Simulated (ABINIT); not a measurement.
# CdTe (F-43m) in ABINIT: settings compared, part 2 of 2

ABINIT 10.8.3 (patched build). Earlier steps stand in the parts before.

**4. Single point, PBEsol**

Contents of run.abi:

```
# Pseudopotentials
pp_dirpath "./"
pseudos "Te.upf, Cd.upf"

# Structure
acell 3*1.0
rprim
     0.0000000000     6.0565722294     6.0565722294
     6.0565722294     0.0000000000     6.0565722294
     6.0565722294     6.0565722294     0.0000000000
ntypat 2
znucl 52 48
natom 2
typat 1 2
xred
     0.7500000000     0.7500000000     0.7500000000
     0.0000000000     0.0000000000     0.0000000000

# Plane-wave basis
ecut 47.0

# k points
kptopt 1
ngkpt 5 5 5
nshiftk 1
shiftk 0.0 0.0 0.0

# Exchange and correlation
ixc -116133

# Bands and occupations
nband 22
occopt 3
tsmear 0.05 eV

# SCF cycle
nstep 100
tolvrs 1.0e-10

# Output
iomode 3
prtwf 0
prtden 0
prteig 0
prtebands 0
enunit 2
prtvol 2
```

Potentials or basis: PseudoDojo NC SR PBEsol v0.4.1 standard.

The run is started by

```sh
$ abinit run.abi > log 2>&1
```

run.abo:

```text
.Version 10.8.3 of ABINIT
 Symmetries : space group F-4 3 m (#216); Bravais cF (face-center cubic)
================================================================================
 Values of the parameters that define the memory need of the present run
     intxc =       0    ionmov =       0      iscf =       7    lmnmax =       6
     lnmax =       6     mgfft =      54  mpssoang =       3    mqgrid =    3001
     natom =       2  nloc_mem =       1    nspden =       1   nspinor =       1
    nsppol =       1      nsym =      24    n1xccc =    2501    ntypat =       2
    occopt =       3   xclevel =       2
       mpw =        6854          nfft =      157464          nkpt =          10
================================================================================
================================================================================

--------------------------------------------------------------------------------
------------- Echo of variables that govern the present computation ------------
--------------------------------------------------------------------------------
 -outvars: echo values of preprocessed input variables --------
            acell      1.0000000000E+00  1.0000000000E+00  1.0000000000E+00 Bohr
              amu      1.27600000E+02  1.12411000E+02
             ecut      4.70000000E+01 Hartree
           enunit           2
              ixc     -116133
         kptrlatt        5    0    0      0    5    0      0    0    5
          kptrlen      4.28264329E+01
            natom           2
            nband          22
            ngfft          54      54      54
             nkpt          10
            nstep         100
             nsym          24
           ntypat           2
           occopt           3
           prtden           0
        prtebands           0
           prteig           0
           prtvol           2
            prtwf           0
            rprim      0.0000000000E+00  6.0565722294E+00  6.0565722294E+00
                       6.0565722294E+00  0.0000000000E+00  6.0565722294E+00
                       6.0565722294E+00  6.0565722294E+00  0.0000000000E+00
          spgroup         216
           tolvrs      1.00000000E-10
           tsmear      1.83746611E-03 Hartree
            typat      1  2
           xangst      4.8074999967E+00  4.8074999967E+00  4.8074999967E+00
                       0.0000000000E+00  0.0000000000E+00  0.0000000000E+00
            xcart      9.0848583441E+00  9.0848583441E+00  9.0848583441E+00
                       0.0000000000E+00  0.0000000000E+00  0.0000000000E+00
             xred      7.5000000000E-01  7.5000000000E-01  7.5000000000E-01
                       0.0000000000E+00  0.0000000000E+00  0.0000000000E+00
            znucl       52.00000   48.00000

================================================================================

 chkinp: Checking input parameters for consistency.
[... 178 lines left out ...]
  -1.16757   -0.25520   -0.14811   -0.14811   -0.14453   -0.13856   -0.13856    0.07632
   0.14639    0.14639    0.22974    0.33804    0.34241    0.34241
      occupation numbers for kpt#   2
   2.00000    2.00000    2.00000    2.00000    2.00000    2.00000    2.00000    2.00000
   2.00000    2.00000    2.00000    2.00000    2.00000    2.00000    2.00000    2.00000
   2.00000    2.00000    0.00000    0.00000    0.00000    0.00000
 kpt#   3, nband= 22, wtk=  0.06400, kpt=  0.4000  0.0000  0.0000 (reduced coord)
[... 48 lines left out ...]
  -3.59442   -2.16448   -2.16448   -2.16448   -1.16792   -1.16789   -1.16789   -1.16757
  -1.16755   -0.23994   -0.14423   -0.14305   -0.14097   -0.13773   -0.11761   -0.00441
   0.06306    0.09342    0.25759    0.30358    0.43771    0.45016
      occupation numbers for kpt#   9
   2.00000    2.00000    2.00000    2.00000    2.00000    2.00000    2.00000    2.00000
   2.00000    2.00000    2.00000    2.00000    2.00000    2.00000    2.00000    2.00000
   2.00000    2.00000    0.00000    0.00000    0.00000    0.00000
 kpt#  10, nband= 22, wtk=  0.19200, kpt= -0.4000  0.4000  0.2000 (reduced coord)
  -3.59442   -2.16448   -2.16448   -2.16448   -1.16792   -1.16790   -1.16789   -1.16757
  -1.16755   -0.24101   -0.14452   -0.14429   -0.14002   -0.13819   -0.11971    0.00162
   0.06595    0.09037    0.30344    0.31560    0.35277    0.43899
      occupation numbers for kpt#  10
   2.00000    2.00000    2.00000    2.00000    2.00000    2.00000    2.00000    2.00000
   2.00000    2.00000    2.00000    2.00000    2.00000    2.00000    2.00000    2.00000
   2.00000    2.00000    0.00000    0.00000    0.00000    0.00000
 Fermi (or HOMO) energy (eV) =   4.71881   Average Vxc (eV)=  -9.37926
 Eigenvalues (   eV  ) for nkpt=  10  k points:
 kpt#   1, nband= 22, wtk=  0.00800, kpt=  0.0000  0.0000  0.0000 (reduced coord)
 -97.80919  -58.89846  -58.89846  -58.89846  -31.78040  -31.78040  -31.78040  -31.77112
 -31.77112   -7.09600   -4.05864   -4.05864   -4.05864   -3.76908   -3.76908    4.31524
   4.31524    4.31524    5.06706    8.85841    8.85841    8.85841
 kpt#   2, nband= 22, wtk=  0.06400, kpt=  0.2000  0.0000  0.0000 (reduced coord)
 -97.80918  -58.89848  -58.89845  -58.89845  -31.78045  -31.78029  -31.78029  -31.77106
 -31.77106   -6.94437   -4.03025   -4.03025   -3.93290   -3.77037   -3.77037    2.07686
   3.98335    3.98335    6.25164    9.19849    9.31749    9.31749
 kpt#   3, nband= 22, wtk=  0.06400, kpt=  0.4000  0.0000  0.0000 (reduced coord)
 -97.80917  -58.89855  -58.89844  -58.89844  -31.78054  -31.78011  -31.78011  -31.77097
 -31.77097   -6.69853   -3.99307   -3.99307   -3.76176   -3.76176   -3.52104    0.01059
   3.54957    3.54957    6.12705    9.48215    9.48215   11.09158
 kpt#   4, nband= 22, wtk=  0.04800, kpt=  0.2000  0.2000  0.0000 (reduced coord)
 -97.80916  -58.89846  -58.89845  -58.89845  -31.78064  -31.78017  -31.78017  -31.77116
 -31.77093   -6.89458   -3.99981   -3.99981   -3.94264   -3.77563   -3.75713    2.11964
   3.45262    3.45262    7.13790    7.69042   10.22469   10.22469
 kpt#   5, nband= 22, wtk=  0.19200, kpt=  0.4000  0.2000  0.0000 (reduced coord)
[... 8 lines left out ...]
 -97.80918  -58.89851  -58.89848  -58.89845  -31.78047  -31.78018  -31.78018  -31.77104
 -31.77096   -6.76229   -3.99684   -3.98396   -3.78911   -3.78090   -3.67773    1.00113
   2.55634    3.76323    7.25419    9.26193    9.62991    9.70404
 kpt#   8, nband= 22, wtk=  0.04800, kpt=  0.4000  0.4000  0.0000 (reduced coord)
 -97.80919  -58.89855  -58.89849  -58.89849  -31.78102  -31.77979  -31.77979  -31.77124
 -31.77063   -6.57527   -3.89363   -3.89363   -3.88654   -3.73781   -3.40000    0.16639
   2.46358    2.46358    6.77637    7.13798   12.46711   12.77304
 kpt#   9, nband= 22, wtk=  0.09600, kpt= -0.4000  0.4000  0.0000 (reduced coord)
 -97.80919  -58.89855  -58.89850  -58.89849  -31.78085  -31.77990  -31.77979  -31.77117
 -31.77067   -6.52920   -3.92476   -3.89250   -3.83589   -3.74788   -3.20031   -0.12005
   1.71601    2.54206    7.00927    8.26075   11.91062   12.24939
 kpt#  10, nband= 22, wtk=  0.19200, kpt= -0.4000  0.4000  0.2000 (reduced coord)
 -97.80917  -58.89853  -58.89849  -58.89845  -31.78059  -31.78018  -31.77980  -31.77109
 -31.77076   -6.55823   -3.93251   -3.92640   -3.81018   -3.76030   -3.25742    0.04400
   1.79446    2.45918    8.25706    8.58801    9.59922   11.94550
 Total charge density [el/Bohr^3]
)     Maximum=    2.5641E+00  at reduced coord.    0.9630    0.9630    0.9815
)Next maximum=    2.5641E+00  at reduced coord.    0.0926    0.9630    0.9815
)     Minimum=    1.1800E-03  at reduced coord.    0.2593    0.2407    0.2407
)Next minimum=    1.1800E-03  at reduced coord.    0.2407    0.2593    0.2407
   Integrated=    3.6000E+01

--- !EnergyTerms
iteration_state     : {dtset: 1, }
comment             : Components of total free energy in Hartree
kinetic             :  1.18253591927250E+02
hartree             :  9.37534197434801E+01
xc                  : -4.84514371656354E+01
Ewald energy        : -1.45334209189535E+02
psp_core            :  4.86881787682954E+00
local_psp           : -2.77476126520153E+02
non_local_psp       : -2.55279199659011E+01
internal            : -2.79913863293665E+02
'-kT*entropy'       : -4.73799957696502E-07
total_energy        : -2.79913863767465E+02
total_energy_eV     : -7.61684426258139E+03
band_energy         : -3.32946701127684E+01
...

 Cartesian components of stress tensor (hartree/bohr^3)
  sigma(1 1)= -5.31243895E-05  sigma(3 2)=  0.00000000E+00
  sigma(2 2)= -5.31243895E-05  sigma(3 1)=  0.00000000E+00
  sigma(3 3)= -5.31243895E-05  sigma(2 1)=  0.00000000E+00

-Cartesian components of stress tensor (GPa)         [Pressure=  1.5630E+00 GPa]
- sigma(1 1)= -1.56297350E+00  sigma(3 2)=  0.00000000E+00
- sigma(2 2)= -1.56297350E+00  sigma(3 1)=  0.00000000E+00
- sigma(3 3)= -1.56297350E+00  sigma(2 1)=  0.00000000E+00

== END DATASET(S) ==============================================================
================================================================================

 -outvars: echo values of variables after computation  --------
            acell      1.0000000000E+00  1.0000000000E+00  1.0000000000E+00 Bohr
           etotal     -2.7991386377E+02
            fcart     -5.5572795989E-30 -5.5572795989E-30  1.6671838797E-29
                       5.5572795989E-30  5.5572795989E-30 -1.6671838797E-29
            rprim      0.0000000000E+00  6.0565722294E+00  6.0565722294E+00
                       6.0565722294E+00  0.0000000000E+00  6.0565722294E+00
                       6.0565722294E+00  6.0565722294E+00  0.0000000000E+00
           strten     -5.3124389487E-05 -5.3124389487E-05 -5.3124389487E-05
                       0.0000000000E+00  0.0000000000E+00  0.0000000000E+00
           xangst      4.8074999967E+00  4.8074999967E+00  4.8074999967E+00
                       0.0000000000E+00  0.0000000000E+00  0.0000000000E+00
             xred      7.5000000000E-01  7.5000000000E-01  7.5000000000E-01
                       0.0000000000E+00  0.0000000000E+00  0.0000000000E+00
 Calculation completed.
```

It took 78 s on 1 thread of Arm Neoverse V1, shared host; peak memory 0.12 GiB.

Results:

* Free energy: -7616.8443 eV
* Pressure: 1.6 GPa
* Band gap on the k mesh: 0.75 eV, direct
* Valence electrons inside the program's atomic spheres: Te 11.96; Cd 17.16

Caveat: spin-orbit coupling is left out, which moves the levels of the heavy elements.

**5. Single point, PBEsol**

Changes to run.abi since step 4:

```diff
@@ -1,2 +1 @@
-# Pseudopotentials
 pp_dirpath "./"
@@ -4,3 +3,2 @@
 
-# Structure
 acell 3*1.0
@@ -18,6 +16,4 @@
 
-# Plane-wave basis
 ecut 47.0
 
-# k points
 kptopt 1
@@ -27,6 +23,4 @@
 
-# Exchange and correlation
 ixc -116133
 
-# Bands and occupations
 nband 22
@@ -35,3 +29,2 @@
 
-# SCF cycle
 nstep 100
@@ -39,3 +32,2 @@
 
-# Output
 iomode 3
@@ -45,3 +37 @@
 prtebands 0
-enunit 2
-prtvol 2
```

The run is started by

```sh
$ abinit run.abi > log 2>&1
```

It took 64 s on 1 thread of Arm Neoverse V2, shared host; peak memory 0.12 GiB.

Results (log left out):

```
Free energy                                           : -7616.8443 eV
Pressure                                              : 1.6 GPa
Band gap on the k mesh                                : 0.75 eV, direct
Valence electrons inside the program's atomic spheres : Te 11.96; Cd 17.16
```

Levels at points of the mesh, in eV from the valence-band top:
| k point | band 16 | band 17 | band 18 | band 19 | band 20 | band 21 |
| --- | --- | --- | --- | --- | --- | --- |
| (0.00, 0.00, 0.00) | 0.00 | 0.00 | 0.00 | 0.75 | 4.54 | 4.54 |

Caveat: spin-orbit coupling is left out, which moves the levels of the heavy elements.

**6. Single point, PBE**

Contents of run.abi:

```
# Pseudopotentials
pp_dirpath "./"
pseudos "Te.upf, Cd.upf"

# Structure
acell 3*1.0 Angstrom
rprim
     0.0000000000     3.2050000000     3.2050000000
     3.2050000000     0.0000000000     3.2050000000
     3.2050000000     3.2050000000     0.0000000000
ntypat 2
znucl 52 48
natom 2
typat 1 2
xred
     0.7500000000     0.7500000000     0.7500000000
     0.0000000000     0.0000000000     0.0000000000

# Plane-wave basis
ecut 47.0

# k points
kptopt 1
ngkpt 5 5 5
nshiftk 1
shiftk 0.0 0.0 0.0

# Exchange and correlation
ixc 11

# Bands and occupations
nband 22
occopt 3
tsmear 0.00183747

# SCF cycle
nstep 100
tolvrs 1.0e-10

# Output
iomode 3
prtwf 0
prtden 0
prteig 0
prtebands 0
```

Potentials or basis: PseudoDojo NC SR PBE v0.4.1 standard.

The run is started by

```sh
$ abinit run.abi > log 2>&1
```

Run time: 64 s. Hardware: 1 thread of Arm Neoverse V2, shared host; peak memory 0.12 GiB.

It converged, with:

| Item | Value |
| --- | --- |
| Free energy | -7625.2458 eV |
| Band gap on the k mesh | 0.87 eV, direct |
| Valence electrons inside the program's atomic spheres | Te 11.96; Cd 17.17 |

Levels at points of the mesh, in eV from the valence-band top:
| k point | band 14 | band 15 | band 16 | band 17 | band 18 | band 19 | band 20 | band 21 | band 22 |
| --- | --- | --- | --- | --- | --- | --- | --- | --- | --- |
| (0.00, 0.00, 0.00) | -8.12 | -8.12 | 0.00 | 0.00 | 0.00 | 0.87 | 4.60 | 4.60 | 4.60 |

Caveat: the cutoff is too short for stress, so the log's stress isn't used; spin-orbit coupling is left out, which moves the levels of the heavy elements.

**7. Summary**

```tsv
level	potentials or basis	spin	cutoff (eV)	fine-grid cutoff	gap on the mesh (eV)
PBE	JTH PAW PBE v2.0	SOC, no magnetisation	435	870.764 eV	0.60
PBE	PseudoDojo NC SR PBE v0.4.1 standard	off	1252	-	0.87
PBEsol	PseudoDojo NC SR PBEsol v0.4.1 standard	off	1279	-	0.75
PBE	PseudoDojo NC SR PBE v0.4.1 standard	off	1279	-	0.87
```

Alike in all rows: task single point; cell as given; k mesh 5 × 5 × 5; smearing fermi-dirac 0.05 eV.

Caveats: spin-orbit coupling is left out, which moves the levels of the heavy elements (some runs).

Absolute energies hang on the potentials; compare differences alone.

**8. How close it comes**

Step 4. Against the measured gap of CdTe, 1.607 eV (0 K; a printed reference work, data compilation), the calculated 0.75 eV is off by -0.86 eV. Spin-orbit coupling on Cd, Te is left out. The value is that of PBEsol, without temperature or zero-point motion. Semilocal functionals fall short of measured gaps as a rule.

Step 5. Against the measured gap of CdTe, 1.607 eV (0 K; a printed reference work, data compilation), the calculated 0.75 eV is off by -0.86 eV. Spin-orbit coupling on Cd, Te is left out. The value is that of PBEsol, without temperature or zero-point motion. Semilocal functionals fall short of measured gaps as a rule.

Step 6. Measured gap of CdTe: 1.607 eV (0 K; a printed reference work, data compilation). This calculation gives 0.87 eV (-0.74 eV). Spin-orbit coupling on Cd, Te is left out. The value is that of PBE, without temperature or zero-point motion. Semilocal functionals fall short of measured gaps as a rule.
